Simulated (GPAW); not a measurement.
# W (Fm-3m) in GPAW: single point with PBE

Aim: the single point of W with PBE.

Program: GPAW 26.7.0. These are calculated values, not measurements. Logs are shortened: lines on timing, memory, paths and dates and some standing lists are left out, and cuts for length are marked. The log counts tension as positive stress, the text compression.

## 1. The crystal as given

Symmetry: Fm-3m, No. 225, cubic system. The conventional cell has a = 4.060 Å, b = 4.060 Å, c = 4.060 Å, α = 90.00°, β = 90.00°, γ = 90.00°. W (site symmetry m-3m) is surrounded by 12 W at 2.87 Å.

This isn't the form of W at room conditions, which is bcc.

## 2. Single point, PBE

Input file run.py:

```python
from ase.dft.bandgap import bandgap
from ase.io import read, write
from ase.units import GPa
from gpaw import GPAW, PW

atoms = read('POSCAR')

calc = GPAW(mode=PW(600),
            xc='PBE',
            kpts={'size': (8, 8, 8), 'gamma': True},
            occupations={'name': 'fermi-dirac', 'width': 0.05},
            nbands=16,
            convergence={'density': 1e-05, 'energy': 1e-05},
            maxiter=80,
            txt='gpaw.txt')
atoms.calc = calc
energy = atoms.get_potential_energy()
forces = atoms.get_forces()
stress = atoms.get_stress()
calc.write('gs.gpw')
write('result.traj', atoms)
print(f'Energy: {energy:.6f} eV')
print('Forces (eV/A):')
print(forces.round(4))
print('Stress (GPa):', (stress / GPa).round(3))
print('Fermi level:', round(calc.get_fermi_level(), 4), 'eV')
print(f'Gap: {bandgap(calc)[0]:.4f} eV, direct: {bandgap(calc, direct=True)[0]:.4f} eV')
```

Input file POSCAR:

```
W
1.0
    0.0000000000      2.0300000000      2.0300000000
    2.0300000000      0.0000000000      2.0300000000
    2.0300000000      2.0300000000      0.0000000000
W
1
Direct
    0.0000000000      0.0000000000      0.0000000000
```

Potentials or basis: GPAW PAW data sets (gpaw-data 1.2.1), pw.

Command:

```sh
$ OMP_NUM_THREADS=1 python run.py
```

gpaw.txt:

```text
__  _  _
 | _ |_)|_||  |
 |__||  | ||/\| - 26.7.0

Input parameters:
  mode=PW(ecut=600.0),
  convergence={'density': 1e-05, 'energy': 1e-05},
  kpts=MonkhorstPack(size=(8, 8, 8), gamma=True),
  maxiter=80,
  nbands=16,
  occupations=Occupations(name='fermi-dirac', width=0.05),
  xc=XC(name='PBE')

Diagonalizing LCAO Hamiltonian
Converting LCAO to pw mode

       W

Atoms  # Å, Bohr magnetons
|   | symbol |        x |        y |        z |    initial magnetic moments |
|---|--------|----------|----------|----------|-----------------------------|
| 0 |      W | 0.000000 | 0.000000 | 0.000000 | ( 0.0000,  0.0000,  0.0000) |

Unit cell  # Å
| periodic |        x |        y |        z |  lengths |    angles |
|----------|----------|----------|----------|----------|-----------|
|      yes | 0.000000 | 2.030000 | 2.030000 | 2.870854 | 60.000000 |
|      yes | 2.030000 | 0.000000 | 2.030000 | 2.870854 | 60.000000 |
|      yes | 2.030000 | 2.030000 | 0.000000 | 2.870854 | 60.000000 |

Number of symmetries: 48
Symmetry operations  # r_c * U_cc + t_c -> r_c
|    | kind |            matrix            |
|----|------|------------------------------|
|  0 |  σ   |  1, 0, 0,  1, 0,-1,  1,-1, 0 |
|  1 |  C2  |  1, 0, 0,  1,-1, 0,  1, 0,-1 |
|  2 |  E   |  1, 0, 0,  0, 1, 0,  0, 0, 1 |
|  3 |  σ   |  1, 0, 0,  0, 0, 1,  0, 1, 0 |
|  4 |  C4  |  1, 0,-1,  1, 0, 0,  1,-1, 0 |
|  5 |  S6  |  1, 0,-1,  1,-1, 0,  1, 0, 0 |
|  6 |  σ   |  1, 0,-1,  0, 1,-1,  0, 0,-1 |
|  7 |  C3  |  1, 0,-1,  0, 0,-1,  0, 1,-1 |
|  8 |  S6  |  1,-1, 0,  1, 0, 0,  1, 0,-1 |
|  9 |  C4  |  1,-1, 0,  1, 0,-1,  1, 0, 0 |
| 10 |  C3  |  1,-1, 0,  0,-1, 1,  0,-1, 0 |
| 11 |  σ   |  1,-1, 0,  0,-1, 0,  0,-1, 1 |
| 12 |  σ   |  0, 1, 0,  1, 0, 0,  0, 0, 1 |
| 13 |  C4  |  0, 1, 0,  0, 1,-1, -1, 1, 0 |
| 14 |  C3  |  0, 1, 0,  0, 0, 1,  1, 0, 0 |
| 15 |  S6  |  0, 1, 0, -1, 1, 0,  0, 1,-1 |
| 16 |  C2  |  0, 1,-1,  1, 0,-1,  0, 0,-1 |
| 17 |  σ   |  0, 1,-1,  0, 1, 0, -1, 1, 0 |
| 18 |  S4  |  0, 1,-1,  0, 0,-1,  1, 0,-1 |
| 19 |  C4  |  0, 1,-1, -1, 1, 0,  0, 1, 0 |
| 20 |  C3  |  0, 0, 1,  1, 0, 0,  0, 1, 0 |
| 21 |  σ   |  0, 0, 1,  0, 1, 0,  1, 0, 0 |
| 22 |  S6  |  0, 0, 1,  0,-1, 1, -1, 0, 1 |
| 23 |  C4  |  0, 0, 1, -1, 0, 1,  0,-1, 1 |
| 24 |  S4  |  0, 0,-1,  1, 0,-1,  0, 1,-1 |
| 25 |  C3  |  0, 0,-1,  0, 1,-1,  1, 0,-1 |
| 26 |  C2  |  0, 0,-1,  0,-1, 0, -1, 0, 0 |
| 27 |  S6  |  0, 0,-1, -1, 0, 0,  0,-1, 0 |
| 28 |  S4  |  0,-1, 1,  1,-1, 0,  0,-1, 0 |
| 29 |  C4  |  0,-1, 1,  0, 0, 1, -1, 0, 1 |
| 30 |  C2  |  0,-1, 1,  0,-1, 0,  1,-1, 0 |
| 31 |  σ   |  0,-1, 1, -1, 0, 1,  0, 0, 1 |
| 32 |  C3  |  0,-1, 0,  1,-1, 0,  0,-1, 1 |
| 33 |  S6  |  0,-1, 0,  0, 0,-1, -1, 0, 0 |
| 34 |  S4  |  0,-1, 0,  0,-1, 1,  1,-1, 0 |
| 35 |  C2  |  0,-1, 0, -1, 0, 0,  0, 0,-1 |
| 36 |  C2  | -1, 1, 0,  0, 1, 0,  0, 1,-1 |
| 37 |  S6  | -1, 1, 0,  0, 1,-1,  0, 1, 0 |
| 38 |  S4  | -1, 1, 0, -1, 0, 1, -1, 0, 0 |
| 39 |  C3  | -1, 1, 0, -1, 0, 0, -1, 0, 1 |
| 40 |  S6  | -1, 0, 1,  0, 0, 1,  0,-1, 1 |
| 41 |  C2  | -1, 0, 1,  0,-1, 1,  0, 0, 1 |
| 42 |  C3  | -1, 0, 1, -1, 1, 0, -1, 0, 0 |
| 43 |  S4  | -1, 0, 1, -1, 0, 0, -1, 1, 0 |
| 44 |  C2  | -1, 0, 0,  0, 0,-1,  0,-1, 0 |
| 45 |  i   | -1, 0, 0,  0,-1, 0,  0, 0,-1 |
| 46 |  σ   | -1, 0, 0, -1, 1, 0, -1, 0, 1 |
| 47 |  C2  | -1, 0, 0, -1, 0, 1, -1, 1, 0 |

BZ-sampling:
  Number of BZ points: 512
  Number of IBZ points: 29

  Monkhorst-Pack size: [8, 8, 8]
  Monkhorst-Pack shift: [0.0625, 0.0625, 0.0625]

K-points  # in reciprocal-cell coordinates
|     |                                coordinates |     weight |
|-----|--------------------------------------------|------------|
|   0 | (  0.00000000,   0.00000000,   0.00000000) | 0.00195312 |
|   1 | (  0.12500000,   0.12500000,   0.00000000) | 0.01171875 |
|   2 | (  0.12500000,   0.12500000,   0.12500000) | 0.01562500 |
|   3 | (  0.25000000,   0.12500000,   0.12500000) | 0.02343750 |
|   4 | (  0.25000000,   0.25000000,   0.00000000) | 0.01171875 |
|   5 | (  0.25000000,   0.25000000,   0.12500000) | 0.04687500 |
|   6 | (  0.25000000,   0.25000000,   0.25000000) | 0.01562500 |
|   7 | (  0.37500000,   0.25000000,  -0.37500000) | 0.04687500 |
|   8 | (  0.37500000,   0.25000000,   0.12500000) | 0.04687500 |
|   9 | (  0.37500000,   0.25000000,   0.25000000) | 0.04687500 |
| ... |                                            |            |
|  28 | (  0.50000000,   0.50000000,   0.50000000) | 0.00781250 |

Plane wave coefficients: 568
Cutoff: 600.0 eV

Spin-components: 1 (collinear spins)
Bands:           16
Projectors:      6
Spin-degeneracy: 2
Datatype:        complex128

Parallelization:
  kpt:    1
  domain: 1
  band:   1

Density:
  Valence electrons: 14.0
  Components: 1
  Grid points: [18 18 18]
  Charge: 0.0  # |e|

Potential:
  Grid points: [18 18 18]

species:
  W:
    name:    Tungsten
    Z:       74.0
    valence: 14
    core:    60
    charge:  0.0  # [|e|]
    compensation charges:
      type: gauss
      rc: 0.40  # [Å]
      lmax: 2
    cutoffs:
      filter: 2.36  # [Å]
      core: 3.02  # [Å]
    projectors
    | kind |    occ | energy [eV] | rcut [Å] |
    |------|--------|-------------|----------|
    |   5s |  2.000 |     -78.830 |    1.344 |
    |   6s |  2.000 |      -5.697 |    1.344 |
    |   5p |  6.000 |     -43.233 |    1.355 |
    |   6p |  0.000 |      -1.367 |    1.355 |
    |   5d |  4.000 |      -4.494 |    1.228 |
    |    d |        |      22.717 |    1.228 |

    Using partial waves for W as LCAO basis

Reference energy: -438771.671655  # eV

eigensolver:
  PPCG
  Converge bands: occupied
  niter=2

density mixing:
  MSR1-Mixer
  Pratt-step length: 0.05
  Maximum mixing coefficient: 0.75
  Old densities: 10
  SVD Regularization: 0.005
  Good broyden scale: 1.0
  Trust region scale: 1.0
  Backstep threshold: 4.0
  History deletion threshold: 6.0
  Fourier metric: weight=20.0, sigma=0.015

occupation numbers:
  Fermi-Dirac:
    width: 0.0500  # eV

poisson solver:
  ecut: 4800.0  # eV

xc functional:
  name: PBE with 2 nearest neighbor stencil

convergence criteria:
- Maximum integral of absolute [dens]ity change: 1e-05 electrons / valence electron
- Maximum [total energy] change in last 3 cyles: 1e-05 eV / valence electron
- Maximum integral of absolute [eigenst]ate change: 4e-08 eV^2 / valence electron
maximum number of iterations: 80

SCF iterations
|iter     | |      energy | eigst |  dens |
|---------|-|-------------|-------|-------|
|iter:   1| |  -11.336188 | -0.19 |       |
|iter:   2| |  -11.298169 | -3.28 | -1.23 |
|iter:   3| |  -11.106030 | -2.18 | -1.26 |
|iter:   4| |  -11.107599 | -3.68 | -1.95 |
|iter:   5| |  -11.108376 | -4.78 | -2.35 |
|iter:   6| |  -11.108378 | -6.63 | -3.68 |
|iter:   7| |  -11.108379c| -8.01c| -4.06 |
|iter:   8| |  -11.108379c| -8.82c| -5.40c|

Converged in 8 steps
Energy contributions relative to reference atoms: (reference = -438771.671655)

Energy contributions:
  Kinetic:           2.491409
  Coulomb:          -4.653736
  Zero:             -0.013009
  External:          0.000000
  Xc:               -8.926763
  Entropy:          -0.012561
  Spinorbit:         0.000000
  ----------------------------
  Free energy:     -11.114659
  Extrapolated:    -11.108379

dipole moment: (-15.151329, -15.151329, -15.151329)  # |e|*Ang

Fermi level: 13.181
Eigenvalues  # (at kpt = [0.000, 0.000, 0.000])
| band index |      eig [eV] | occ [0-2] |
|------------|---------------|-----------|
|          0 |       -60.274 |     2.000 |
|          1 |       -24.194 |     2.000 |
|          2 |       -24.194 |     2.000 |
|          3 |       -24.194 |     2.000 |
|          4 |         4.401 |     2.000 |
|          5 |        12.700 |     2.000 |
[... 8 lines left out ...]
|         14 |        35.460 |     0.000 |
|         15 |        46.430 |     0.000 |

No gap
No difference between direct/indirect transitions

Forces  # eV/Ang
|        x |       y |       z |
|----------|---------|---------|
| -0.00000 | 0.00000 | 0.00000 |  # W    0

Stress tensor  # eV/Ang^3
|        x |         y |         z |
|----------|-----------|-----------|
| 0.028926 |  0.000000 |  0.000000 |
| 0.000000 |  0.028926 | -0.000000 |
| 0.000000 | -0.000000 |  0.028926 |

# Writing to gs.gpw (mode='')
```

Run time: 8 s. Hardware: 1 thread of Arm Neoverse V1, shared host; peak memory 0.13 GiB.

Results:

| Quantity | Value |
| --- | --- |
| Free energy | -11.1147 eV |
| Pressure | -4.6 GPa |
| Band gap on the k mesh | none (metal or under the smearing width) |

The run has no spin-orbit coupling, so splittings on W are missing.
